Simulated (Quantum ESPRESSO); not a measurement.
The system is Al.

```
Al
1.0
     0.00000    2.02481    2.02481
     2.02481    0.00000    2.02481
     2.02481    2.02481    0.00000
Al
1
Direct
  0.00000 0.00000 0.00000
```

Base run:

| Property | Result |
| --- | --- |
| Program | Quantum ESPRESSO 7.5 |
| Functional | PBEsol |
| Potentials or basis | PseudoDojo 0.4.1 SR PBEsol standard |
| Cutoff | 544 eV |
| Density cutoff | 2177 eV |
| k mesh | 8 × 8 × 8 |
| Occupations | fermi-dirac, width 0.05 eV |
| Spin | no spin polarisation |

Its results: band gap on the k mesh none (metal or under the smearing width); pressure -2.1 GPa.

The run is repeated on the same cell with these changes: functional from PBEsol to PBE; potentials or basis from PseudoDojo 0.4.1 SR PBEsol standard to PseudoDojo 0.4.1 SR PBE standard. What comes out?

Band gap on the k mesh none (metal or under the smearing width); pressure -0.7 GPa.
